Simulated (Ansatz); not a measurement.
CoO:

```
Co O
1.0
    -1.50800    1.50800    2.10725
     1.50800   -1.50800    2.10725
     1.50800    1.50800   -2.10725
Co O
1 1
Direct
  0.00000 0.00000 0.00000
  0.50000 0.50000 0.00000
```

Base run:

- Program: Ansatz 0.2.0
- Functional: PBEsol
- Potentials or basis: all-electron LAPW, scalar-relativistic
- Cutoff: 369 eV (chosen from the basis error)
- Basis error allowed: 0.001 eV/atom
- k mesh: 12 × 12 × 12
- Occupations: fermi-dirac, width 0.05 eV
- Spin: collinear spin, ferromagnetic start
- Starting moments: [2.0, 0.0] μB

Its results: pressure -9.2 GPa; net moment 2.94 μB per cell; site moments Co +2.59; O +0.34 μB.

Question: The run is repeated on the same cell with these changes: functional from PBEsol to PBE. What comes out?

Answer: Pressure 0.0 GPa; net moment 2.91 μB per cell; site moments Co +2.58; O +0.31 μB.

PBE binds less tightly than PBEsol, so the same cell stands under more pressure.

Caveats: a cell with one magnetic atom can't hold antiferromagnetic order, which such compounds often take.
